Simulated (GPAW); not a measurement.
The system is Ni.

```xyz
1
Lattice="0.0000 1.7376 1.7376 1.7376 0.0000 1.7376 1.7376 1.7376 0.0000" Properties=species:S:1:pos:R:3 pbc="T T T"
Ni    0.0000    0.0000    0.0000
```

```yaml
Program: GPAW 26.7.0
Task: relaxation of cell and atoms
Functional: PBE
Potentials_or_basis: GPAW PAW data sets (gpaw-data 1.2.1)
Cutoff: 600 eV
Basis: pw
k_mesh: 13 × 13 × 13
Occupations: fermi-dirac, width 0.05 eV
Spin: collinear spin, ferromagnetic start
Starting_moments: "[1.0] μB"
```

At the start: pressure 10.6 GPa; volume 10.49 Å³/atom.

**Question.** Where does the relaxation end?

**Answer.** Over 4 steps the energy falls by 15.3 meV/atom and the volume is 10.98 Å³/atom (+4.7 %); space group Fm-3m (No. 225, to 0.05 Å); moment 0.64 μB per cell.

Step by step:
| step | energy change (eV) | largest force (eV/Å) | pressure (GPa) | volume (Å³) |
| --- | --- | --- | --- | --- |
| 1 | 0.0000 | 0.0000 | 10.56 | 10.49 |
| 2 | -0.0135 | 0.0000 | 3.45 | 10.81 |
| 3 | -0.0153 | 0.0000 | 0.21 | 10.97 |
| 4 | -0.0153 | 0.0000 | 0.00 | 10.98 |

Final structure:
```
CELL_PARAMETERS angstrom
0.00000 1.76424 1.76424
1.76424 0.00000 1.76424
1.76424 1.76424 0.00000
ATOMIC_POSITIONS crystal
Ni 0.00000 0.00000 0.00000
```

Caveat: each step starts from the last one's moments, so a moment once lost doesn't come back; the stock nickel data set gives pressures a few GPa off other programs; later steps reuse the first step's grids.
